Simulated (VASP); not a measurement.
# Pt (Im-3m) in VASP: notebook

Runs on Pt. Level: LDA. Tasks: equation of state, band structure.

All numbers are computed with VASP 6.6.1; they aren't measurements. Logs are shortened: lines on timing, memory, paths and dates and some standing lists are left out, and cuts for length are marked.

### 1 The structure

The structure is cubic, space group Im-3m (No. 229). The conventional cell has a = 3.168 Å, b = 3.168 Å, c = 3.168 Å, α = 90.00°, β = 90.00°, γ = 90.00°. Pt (site symmetry m-3m) has 8 Pt at 2.74 Å as nearest neighbours.

This isn't the form of Pt at room conditions, which is fcc.

### 2 Equation of state, LDA, 15.43 Å³/atom

File INCAR:

```
PREC = Accurate
ENCUT = 900
EDIFF = 1E-8
ISMEAR = 1
SIGMA = 0.1
LREAL = F
LASPH = T
NELM = 100
ALGO = Normal
ISIF = 2
LWAVE = F
LCHARG = F
GGA = CA
ADDGRID = F
```

File KPOINTS:

```
regular mesh
0
Gamma
  18 18 18
```

File POSCAR:

```
Pt
1.0
   -1.5682166836      1.5682166836      1.5682166836
    1.5682166836     -1.5682166836      1.5682166836
    1.5682166836      1.5682166836     -1.5682166836
Pt
1
Direct
    0.0000000000      0.0000000000      0.0000000000
```

Potentials or basis: VASP PAW LDA potentials, release 64 (Pt).

Run with:

```console
> cat potpaw_LDA.64/Pt/POTCAR > POTCAR
> mpirun -np 1 vasp_std > vasp.out
```

OUTCAR:

```text
PREC = Accurate
   ENCUT = 900
   EDIFF = 1E-8
   ISMEAR = 1
   LREAL = F
   LASPH = T
   NELM = 100
   ISIF = 2
   GGA = CA

 ion  position               nearest neighbor table
   1  0.000  0.000  0.000-

  LATTYP: Found a body centered cubic cell.
 ALAT       =     3.1364333672

  Lattice vectors:

 A1 = (  -1.5682166836,   1.5682166836,   1.5682166836)
 A2 = (   1.5682166836,  -1.5682166836,   1.5682166836)
 A3 = (   1.5682166836,   1.5682166836,  -1.5682166836)

Analysis of symmetry for initial positions (statically):
=====================================================================
 Subroutine PRICEL returns:
 Original cell was already a primitive cell.

 Routine SETGRP: Setting up the symmetry group for a
 body centered cubic supercell.

 Subroutine GETGRP returns: Found 48 space group operations
 (whereof 48 operations were pure point group operations)
 out of a pool of 48 trial point group operations.

The static configuration has the point symmetry O_h .

Analysis of symmetry for dynamics (positions and initial velocities):
=====================================================================
 Subroutine PRICEL returns:
 Original cell was already a primitive cell.

 Routine SETGRP: Setting up the symmetry group for a
 body centered cubic supercell.

 Subroutine GETGRP returns: Found 48 space group operations
 (whereof 48 operations were pure point group operations)
 out of a pool of 48 trial point group operations.

The dynamic configuration has the point symmetry O_h .

 Subroutine INISYM returns: Found 48 space group operations
 (whereof 48 operations are pure point group operations),
 and found     1 'primitive' translations

----------------------------------------------------------------------------------------

                                     Primitive cell

  volume of cell :      15.4269

  direct lattice vectors                    reciprocal lattice vectors
    -1.568216684  1.568216684  1.568216684     0.000000000  0.318833491  0.318833491
     1.568216684 -1.568216684  1.568216684     0.318833491  0.000000000  0.318833491
     1.568216684  1.568216684 -1.568216684     0.318833491  0.318833491  0.000000000

  length of vectors
     2.716230973  2.716230973  2.716230973     0.450898647  0.450898647  0.450898647

  position of ions in fractional coordinates (direct lattice)
     0.000000000  0.000000000  0.000000000

  ion indices of the primitive-cell ions
   primitive index   ion index
                 1           1

----------------------------------------------------------------------------------------

 KPOINTS: regular mesh

Automatic generation of k-mesh.
 Grid dimensions read from file:
 generate k-points for:   18   18   18

 Generating k-lattice:

  Cartesian coordinates                     Fractional coordinates (reciprocal lattice)
     0.000000000  0.017712972  0.017712972     0.055555556  0.000000000  0.000000000
     0.017712972  0.000000000  0.017712972     0.000000000  0.055555556  0.000000000
     0.017712972  0.017712972  0.000000000     0.000000000  0.000000000  0.055555556

  Length of vectors
     0.025049925  0.025049925  0.025049925

  Shift w.r.t. Gamma in fractional coordinates (k-lattice)
     0.000000000  0.000000000  0.000000000

 Subroutine IBZKPT returns following result:
 ===========================================

 Found    195 irreducible k-points:

 Following reciprocal coordinates:
            Coordinates               Weight
  0.000000  0.000000  0.000000      1.000000
  0.055556  0.000000  0.000000     12.000000
  0.111111  0.000000  0.000000     12.000000
  0.166667  0.000000  0.000000     12.000000
  0.222222  0.000000  0.000000     12.000000
  0.277778  0.000000  0.000000     12.000000
[... 16 lines left out ...]
  0.333333  0.111111  0.000000     48.000000
  0.388889  0.111111  0.000000     48.000000
 [... further k-points ...]
   k-points           NKPTS =    195   k-points in BZ     NKDIM =    195   number of bands    NBANDS=      9
   number of dos      NEDOS =    301   number of ions     NIONS =      1
   total plane-waves  NPLWV =  21952
   dimension x,y,z NGX =    28 NGY =   28 NGZ =   28
   dimension x,y,z NGXF=    56 NGYF=   56 NGZF=   56
   ions per type =               1
   NGX,Y,Z   is equivalent  to a cutoff of  17.14, 17.14, 17.14 a.u.
   NGXF,Y,Z  is equivalent  to a cutoff of  34.27, 34.27, 34.27 a.u.
 SYSTEM =  unknown system
   PREC   = accura    normal or accurate (medium, high low for compatibility)
   ISTART =      0    job   : 0-new  1-cont  2-samecut
   ICHARG =      2    charge: 1-file 2-atom 10-const
   ISPIN  =      1    spin polarized calculation?
   LNONCOLLINEAR =      F non collinear calculations
   LSORBIT =      F    spin-orbit coupling
   LASPH  =      T    aspherical Exc in radial PAW
   ENCUT  =  900.0 eV  66.15 Ry    8.13 a.u.   6.64  6.64  6.64*2*pi/ulx,y,z
   NELM   =    100;   NELMIN=  2; NELMDL= -5     # of ELM steps
   EDIFF  = 0.1E-07   stopping-criterion for ELM
   LREAL  =      F    real-space projection
   EDIFFG = 0.1E-06   stopping-criterion for IOM
   NSW    =      0    number of steps for IOM
   IBRION =     -1    ionic relax: 0-MD 1-quasi-New 2-CG
   NFREE  =      0    steps in history (QN), initial steepest desc. (CG)
   ISIF   =      2    stress and relaxation
   ISYM   =      2    0-nonsym 1-usesym 2-fastsym
   POTIM  = 0.5000    time-step for ionic-motion
   TEBEG  =    0.0;   TEEND  =   0.0 temperature during run
   PSTRESS=    0.0 pullay stress
   NELECT =      10.0000    total number of electrons
   NUPDOWN=      -1.0000    fix difference up-down
   EMIN   =  10.00;   EMAX   =-10.00  energy-range for DOS
   EFERMI =   0.00;   METHOD = LEGACY
   ISMEAR =     1;   SIGMA  =   0.10  broadening in eV -4-tet -1-fermi 0-gaus
   EFERMI_NEDOS =   21; number of points for ismear=-14 and -15
   IALGO  =     38    algorithm
   IMIX   =      4    mixing-type and parameters
     AMIX     =   0.40;   BMIX     =  1.00
     AMIX_MAG =   1.60;   BMIX_MAG =  1.00
  volume/ion in A,a.u.               =      15.43       104.11
  Fermi-wavevector in a.u.,A,eV,Ry     =   1.416822  2.677406 27.312143  2.007386
  Thomas-Fermi vector in A             =   2.538117
   LORBIT       =      0    0 simple, 1 ext, 2 COOP (PROOUT), +10 PAW based schemes
   GGA     = CA    functional components
   LHFCALC =     F    Hartree Fock is set to
   AEXX    =    0.0000 exact exchange contribution
   IVDW    =     0    specifies the selected vdW correction
   LEPSILON=     F    determine dielectric tensor
   LRPA    =     F    only Hartree local field effects (RPA)
 non-spin polarized calculation
 Methfessel and Paxton  Order N= 1 SIGMA  =   0.10
  energy-cutoff  :      900.00
  volume of cell :       15.43
 maximum number of plane-waves:       968
   NGX = 13   NGY = 13   NGZ = 13

 number of electron      10.0000000 magnetization

 Free energy of the ion-electron system (eV)
  ---------------------------------------------------
  ext. energy  EPLUGINS =         0.00000000
  ---------------------------------------------------
  free energy    TOTEN  =        -7.38111190 eV

  energy without entropy =       -7.38210024  energy(sigma->0) =       -7.38144135

 E-fermi :  10.5333     XC(G=0): -13.5517

 val. band max:       10.5087546387   @ k =  -0.3889   0.3889   0.2222
 cond. band min:      10.5480689777   @ k =  -0.3889   0.5000   0.0556
 fundamental gap:      0.0393143390
 Fermi energy:        10.5333283273

 k-point     1 :       0.0000    0.0000    0.0000
  band No.  band energies     occupation
      1       0.7186      2.00000
      2       6.8454      2.00000
      3       6.8454      2.00000
      4       6.8454      2.00000
      5       9.4781      2.00000
      6       9.4781      2.00000
      7      27.5496      0.00000
      8      27.5496      0.00000
      9      27.5496      0.00000

 k-point     2 :       0.0556    0.0000    0.0000
  band No.  band energies     occupation
      1       0.8477      2.00000
      2       6.7936      2.00000
      3       6.8455      2.00000
      4       6.9499      2.00000
      5       9.4093      2.00000
      6       9.4814      2.00000
      7      27.6156      0.00000
      8      27.6723      0.00000
      9      27.7418      0.00000

 k-point     3 :       0.1111    0.0000    0.0000
  band No.  band energies     occupation
      1       1.2240      2.00000
      2       6.6478      2.00000
      3       6.8384      2.00000
      4       7.2588      2.00000
      5       9.2441      2.00000
      6       9.4932      2.00000
      7      27.7293      0.00000
      8      27.8805      0.00000
      9      28.3050      0.00000

 k-point     4 :       0.1667    0.0000    0.0000
  band No.  band energies     occupation
      1       1.8086      2.00000
      2       6.4325      2.00000
      3       6.8166      2.00000
      4       7.7576      2.00000
      5       9.0813      2.00000
      6       9.5178      2.00000
      7      27.6021      0.00000
      8      27.6179      0.00000
      9      29.2010      0.00000

 k-point     5 :       0.2222    0.0000    0.0000
  band No.  band energies     occupation
      1       2.5139      2.00000
      2       6.1807      2.00000
      3       6.8285      2.00000
      4       8.4193      2.00000
      5       9.0111      2.00000
      6       9.5591      2.00000
      7      26.2158      0.00000
      8      27.0182      0.00000
      9      30.3706      0.00000

 k-point     6 :       0.2778    0.0000    0.0000
  band No.  band energies     occupation
      1       3.1674      2.00000
      2       5.9259      2.00000
      3       7.0459      2.00000
      4       9.0571      2.00000
      5       9.1997      2.00000
      6       9.6170      2.00000
      7      24.0839      0.00000
      8      26.0899      0.00000
      9      31.3748      0.00000
[... 169 lines left out ...]
 k-point    21 :       0.2222    0.1111    0.0000
  band No.  band energies     occupation
      1       3.5027      2.00000
      2       5.9937      2.00000
      3       6.6050      2.00000
      4       8.8912      2.00000
      5       9.6598      2.00000
      6       9.8627      2.00000
      7      23.9940      0.00000
      8      26.0551      0.00000
      9      28.9993      0.00000

 k-point    22 :       0.2778    0.1111    0.0000
  band No.  band energies     occupation
      1       3.9064      2.00000
      2       5.7743      2.00000
      3       7.0740      2.00000
      4       9.0294      2.00000
      5       9.7986      2.00000
      6      10.7675     -0.00456
      7      21.6893      0.00000
      8      25.1393      0.00000
      9      27.8118      0.00000

 k-point    23 :       0.3333    0.1111    0.0000
  band No.  band energies     occupation
      1       4.0174      2.00000
      2       5.6072      2.00000
      3       7.8249      2.00000
      4       9.1996      2.00000
      5       9.9249      2.00000
      6      11.7685     -0.00000
      7      19.4850      0.00000
      8      24.3783      0.00000
      9      26.7356      0.00000

 k-point    24 :       0.3889    0.1111    0.0000
  band No.  band energies     occupation
      1       4.0033      2.00000
      2       5.5035      2.00000
      3       8.4789      2.00000
      4       9.2621      2.00000
      5      10.1967      2.00002
      6      12.7105      0.00000
      7      17.6431      0.00000
      8      23.8676      0.00000
      9      25.9723      0.00000

 [... further k-points ...]

------------------------ aborting loop because EDIFF is reached ----------------------------------------

  FORCE on cell =-STRESS in cart. coord.  units (eV):
  Direction    XX          YY          ZZ          XY          YZ          ZX
  --------------------------------------------------------------------------------------
  -------------------------------------------------------------------------------------
  Total       -0.8211655     -0.8211655     -0.8211655     -0.0000000      0.0000000     -0.0000000
  in kB      -85.2831220    -85.2831220    -85.2831220     -0.0000000      0.0000000     -0.0000000
  external PRESSURE =     -85.2831220 kB  Pullay stress =       0.0000000 kB

 VOLUME and BASIS-vectors are now :
 -----------------------------------------------------------------------------
  energy-cutoff  :      900.00
  volume of cell :       15.43
      direct lattice vectors                 reciprocal lattice vectors
    -1.568216684  1.568216684  1.568216684     0.000000000  0.318833491  0.318833491
     1.568216684 -1.568216684  1.568216684     0.318833491  0.000000000  0.318833491
     1.568216684  1.568216684 -1.568216684     0.318833491  0.318833491  0.000000000

 POSITION                                       TOTAL-FORCE (eV/Angst)
 -----------------------------------------------------------------------------------
      0.00000      0.00000      0.00000         0.000000     -0.000000      0.000000
 -----------------------------------------------------------------------------------
    total drift:                               -0.000000     -0.000000     -0.000000

  FREE ENERGIE OF THE ION-ELECTRON SYSTEM (eV)
  ---------------------------------------------------
  free  energy   TOTEN  =        -7.3811119028 eV

  energy  without entropy=       -7.3821002364  energy(sigma->0) =       -7.38144135
```

Run time: 25 s. Hardware: 1 thread of Intel Xeon Platinum 8488C (Sapphire Rapids), shared host; peak memory 0.2 GiB.

What came out:

- Free energy: -7.3811 eV
- Pressure: -8.5 GPa
- Band gap on the k mesh: none (metal or under the smearing width)

### 3 Equation of state, LDA, 16.38 Å³/atom

INCAR is that of step 2.

KPOINTS is that of step 2.

File POSCAR:

```
Pt
1.0
   -1.5999063667      1.5999063667      1.5999063667
    1.5999063667     -1.5999063667      1.5999063667
    1.5999063667      1.5999063667     -1.5999063667
Pt
1
Direct
    0.0000000000      0.0000000000      0.0000000000
```

Potentials or basis: VASP PAW LDA potentials, release 64 (Pt).

Run with:

```console
> cat potpaw_LDA.64/Pt/POTCAR > POTCAR
> mpirun -np 1 vasp_std > vasp.out
```

Wall time 25 s (1 thread of Intel Xeon Platinum 8488C (Sapphire Rapids), shared host); peak memory 0.2 GiB.

The run converged. Its results:

```
Free energy            : -7.2902 eV
Pressure               : -21.0 GPa
Band gap on the k mesh : none (metal or under the smearing width)
```

### 4 Equation of state, LDA, 15.43 Å³/atom

File INCAR:

```
PREC = Accurate
ENCUT = 220
EDIFF = 1E-6
ISMEAR = 1
SIGMA = 0.15
LREAL = F
LASPH = T
NELM = 100
ALGO = Normal
ISIF = 2
LWAVE = F
LCHARG = F
GGA = CA
ADDGRID = F
```

File KPOINTS:

```
regular mesh
0
Gamma
  7 7 7
```

File POSCAR:

```
Pt
1.0
   -1.5682166836      1.5682166836      1.5682166836
    1.5682166836     -1.5682166836      1.5682166836
    1.5682166836      1.5682166836     -1.5682166836
Pt
1
Direct
    0.0000000000      0.0000000000      0.0000000000
```

Run with:

```console
> cat potpaw_LDA.64/Pt/POTCAR > POTCAR
> mpirun -np 1 vasp_std > vasp.out
```

Wall time 1.9 s (1 thread of Intel Xeon Platinum 8488C (Sapphire Rapids), shared host); peak memory 0.1 GiB.

The run converged, but a check on its numbers failed (symmetry, net force, bounds or a known fault of this set-up), so they aren't taken as properties of the crystal.

Caveat: the k mesh is coarse (spacing up to 0.40 Å⁻¹), so the values aren't converged; the cutoff lies under the usual one of these potentials, so the numbers hold a large basis-set error.

### 5 Equation of state, LDA, 16.38 Å³/atom

INCAR is that of step 4.

KPOINTS is that of step 4.

File POSCAR:

```
Pt
1.0
   -1.5999063667      1.5999063667      1.5999063667
    1.5999063667     -1.5999063667      1.5999063667
    1.5999063667      1.5999063667     -1.5999063667
Pt
1
Direct
    0.0000000000      0.0000000000      0.0000000000
```

Run with:

```console
> cat potpaw_LDA.64/Pt/POTCAR > POTCAR
> mpirun -np 1 vasp_std > vasp.out
```

It took 1.8 s on 1 thread of Intel Xeon Platinum 8488C (Sapphire Rapids), shared host; peak memory 0.1 GiB.

The run converged, but a check on its numbers failed (symmetry, net force, bounds or a known fault of this set-up), so they aren't taken as properties of the crystal.

Caveat: the k mesh is coarse (spacing up to 0.40 Å⁻¹), so the values aren't converged; the cutoff lies under the usual one of these potentials, so the numbers hold a large basis-set error; the cell as given lies far from equilibrium.

### 6 Equation of state, LDA, 15.43 Å³/atom

Edit INCAR of step 5 so:

```diff
@@ -1,3 +1,3 @@
 PREC = Accurate
-ENCUT = 220
+ENCUT = 340
 EDIFF = 1E-6
```

KPOINTS is that of step 5.

File POSCAR:

```
Pt
1.0
   -1.5682166836      1.5682166836      1.5682166836
    1.5682166836     -1.5682166836      1.5682166836
    1.5682166836      1.5682166836     -1.5682166836
Pt
1
Direct
    0.0000000000      0.0000000000      0.0000000000
```

Potentials or basis: VASP PAW LDA potentials, release 64 (Pt).

Run with:

```console
> cat potpaw_LDA.64/Pt/POTCAR > POTCAR
> mpirun -np 1 vasp_std > vasp.out
```

It took 2 s on 1 thread of Intel Xeon Platinum 8488C (Sapphire Rapids), shared host; peak memory 0.1 GiB.

These settings aren't checked as converged: the numbers below hold their error.

Results:

| Quantity | Value |
| --- | --- |
| Free energy | -7.4113 eV |
| Pressure | -10.3 GPa |
| Band gap on the k mesh | none (metal or under the smearing width) |

Caveat: the k mesh is coarse (spacing up to 0.40 Å⁻¹), so the values aren't converged.

### 7 Equation of state, LDA, 16.38 Å³/atom

INCAR is that of step 6.

KPOINTS is that of step 6.

File POSCAR:

```
Pt
1.0
   -1.5999063667      1.5999063667      1.5999063667
    1.5999063667     -1.5999063667      1.5999063667
    1.5999063667      1.5999063667     -1.5999063667
Pt
1
Direct
    0.0000000000      0.0000000000      0.0000000000
```

Run with:

```console
> cat potpaw_LDA.64/Pt/POTCAR > POTCAR
> mpirun -np 1 vasp_std > vasp.out
```

It took 2.3 s on 1 thread of Intel Xeon Platinum 8488C (Sapphire Rapids), shared host; peak memory 0.1 GiB.

The run converged, but some of its settings lie outside the range that counts as converged, so its numbers aren't taken as properties of the crystal.

What came out:

| Property | Result |
| --- | --- |
| Free energy | -7.3154 eV |
| Pressure | -22.9 GPa |
| Band gap on the k mesh | none (metal or under the smearing width) |

Caveat: the k mesh is coarse (spacing up to 0.40 Å⁻¹), so the values aren't converged.

### 8 Equation of state, LDA, 15.43 Å³/atom

Edit INCAR of step 7 so:

```diff
@@ -1,3 +1,3 @@
 PREC = Accurate
-ENCUT = 340
+ENCUT = 220
 EDIFF = 1E-6
```

File KPOINTS:

```
regular mesh
0
Gamma
  9 9 9
```

File POSCAR:

```
Pt
1.0
   -1.5682166836      1.5682166836      1.5682166836
    1.5682166836     -1.5682166836      1.5682166836
    1.5682166836      1.5682166836     -1.5682166836
Pt
1
Direct
    0.0000000000      0.0000000000      0.0000000000
```

Run with:

```console
> cat potpaw_LDA.64/Pt/POTCAR > POTCAR
> mpirun -np 1 vasp_std > vasp.out
```

Run time: 2.2 s. Hardware: 1 thread of Intel Xeon Platinum 8488C (Sapphire Rapids), shared host; peak memory 0.11 GiB.

The run converged, but a check on its numbers failed (symmetry, net force, bounds or a known fault of this set-up), so they aren't taken as properties of the crystal.

Caveat: the cutoff lies under the usual one of these potentials, so the numbers hold a large basis-set error.

### 9 Equation of state, LDA, 16.38 Å³/atom

INCAR is that of step 8.

KPOINTS is that of step 8.

File POSCAR:

```
Pt
1.0
   -1.5999063667      1.5999063667      1.5999063667
    1.5999063667     -1.5999063667      1.5999063667
    1.5999063667      1.5999063667     -1.5999063667
Pt
1
Direct
    0.0000000000      0.0000000000      0.0000000000
```

Potentials or basis: VASP PAW LDA potentials, release 64 (Pt).

Run with:

```console
> cat potpaw_LDA.64/Pt/POTCAR > POTCAR
> mpirun -np 1 vasp_std > vasp.out
```

Wall time 2.2 s (1 thread of Intel Xeon Platinum 8488C (Sapphire Rapids), shared host); peak memory 0.1 GiB.

The run converged, but a check on its numbers failed (symmetry, net force, bounds or a known fault of this set-up), so they aren't taken as properties of the crystal.

Caveat: the cutoff lies under the usual one of these potentials, so the numbers hold a large basis-set error.

(Part 1 of 7 ends here.)
